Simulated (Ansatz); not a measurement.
Starting cell, GeO₂ (rutile):

```
CELL_PARAMETERS angstrom
      4.42809     0.00000     0.00000
      0.00000     4.42809     0.00000
      0.00000     0.00000     2.88419
ATOMIC_POSITIONS crystal
  Ge 0.00000 0.00000 0.00000
  Ge 0.50000 0.50000 0.50000
  O  0.30632 0.30632 0.00000
  O  0.80632 0.19368 0.50000
  O  0.19368 0.80632 0.50000
  O  0.69368 0.69368 0.00000
```

In this cell atom 2 (Ge, nearest neighbour O at 1.884 Å; its periodic images, 2.9 Å or more away, move with it) is moved by u·(1.000, 0.000, 0.000) + v·(0.000, 0.000, 1.000); the rest is frozen.

All values below come from PBEsol (plane waves to 420 eV, PAW, scalar-relativistic; Ansatz, a first-principles code). k mesh 6×6×9 (Γ-centred), Fermi-Dirac smearing 0.05 eV. Energies are smeared free energies. GeO2 was relaxed with its symmetry unable to fall. The zero of ΔE is the undisplaced structure. Axes are in Å.

The scan covers u from -0.280 to 0.280 Å in 5 points and v from -0.280 to 0.280 Å in 5 points.

Task: In which direction of the plane is the atom held most weakly?

Result: Along v.

Task: What are the two principal curvatures of the energy at the centre?

Result: 19.1 and 24.5 eV/Å².

(For displaced atoms, the force is minus the slope of the energy, and its curvature is a force constant, which sets phonon frequencies.)
